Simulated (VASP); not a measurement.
The system is PtSe2 (Sudovikovite).

```
CELL_PARAMETERS angstrom
3.72400 0.00000 0.00000
-1.86200 3.22508 0.00000
0.00000 0.00000 5.06200
ATOMIC_POSITIONS crystal
Pt 0.00000 0.00000 0.00000
Se 0.66667 0.33333 0.75000
Se 0.33333 0.66667 0.25000
```

Program: VASP 6.6.1. Alike in all runs: no spin polarisation; cell as given.

Problem. Order these runs on this cell by their pressure, lowest first.
A. level PBEsol; potentials or basis VASP PAW PBE potentials, release 64 (Pt, Se); k mesh 8 × 8 × 5; cutoff (eV) 520; smearing fermi-dirac 0.05 eV; ladder free; mesh quality not flagged
B. level PBE; potentials or basis VASP PAW PBE potentials, release 64 (Pt_GW, Se_GW); k mesh 4 × 4 × 3; cutoff (eV) 500; smearing gaussian 0.02 eV; mesh quality coarse
C. level SCAN+D3+U; potentials or basis VASP PAW PBE potentials, release 64 (Pt, Se); U Pt d U = 4 eV; k mesh 8 × 8 × 5; cutoff (eV) 500; smearing gaussian 0.01 eV; mesh quality not flagged
D. level TPSSh; potentials or basis VASP PAW PBE potentials, release 64 (Pt, Se); k mesh 4 × 4 × 3; cutoff (eV) 520; smearing fermi-dirac 0.05 eV; grid for exact exchange (PRECFOCK) Fast; exchange at q = 0 default; mesh quality coarse

Solution. C (-2.1 GPa), A (2.2 GPa), D (4.1 GPa), B (6.9 GPa).

Caveats: some runs use coarse meshes; the PAW data sets were made with another functional, which shifts forces and pressure a little (some runs); an unscreened hybrid on a path of extra k points without a Coulomb cutoff has errors near the mesh points, so the bands along the path aren't reliable (some runs); U without spin polarisation on a metal has little footing (some runs); pairwise dispersion overbinds metals, which lowers pressure and volume (some runs).

Not every run made on this cell is shown here.
